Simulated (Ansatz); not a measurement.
SnO2:

```
CELL_PARAMETERS angstrom
-2.00007 2.00007 5.12368
2.00007 -2.00007 5.12368
2.00007 2.00007 -5.12368
ATOMIC_POSITIONS crystal
Sn 0.00000 0.00000 0.00000
Sn 0.75000 0.25000 0.50000
O 0.54652 0.04652 0.50000
O 0.20348 0.20348 0.00000
O 0.95348 0.45348 0.50000
O 0.79652 0.79652 0.00000
```

Measurements of this composition are mostly on another form, of space group No. 136.

Base run:

* Program: Ansatz 0.2.0
* Functional: PBEsol
* Potentials or basis: all-electron LAPW, scalar-relativistic
* Cutoff: 379 eV
* Density cutoff: 1517 eV
* Basis error allowed: 0.002 eV/atom
* k mesh: 9 × 9 × 9
* Occupations: fermi-dirac, width 0.05 eV
* Spin: no spin polarisation

Its results: band gap on the k mesh 1.56 eV, indirect (least direct gap 1.95 eV); pressure 0.6 GPa; largest force 0.083 eV/Å.

**Question.** The run is repeated on the same cell with these changes: functional from PBEsol to LDA. What comes out?

**Answer.** Band gap on the k mesh 1.49 eV, indirect (least direct gap 1.88 eV); pressure -3.8 GPa; largest force 0.192 eV/Å.

LDA binds more tightly than PBEsol, so the same cell stands under less pressure.

Caveats: spin-orbit coupling is left out, which moves the levels of the heavy elements.

Not every run made on this cell is shown here.
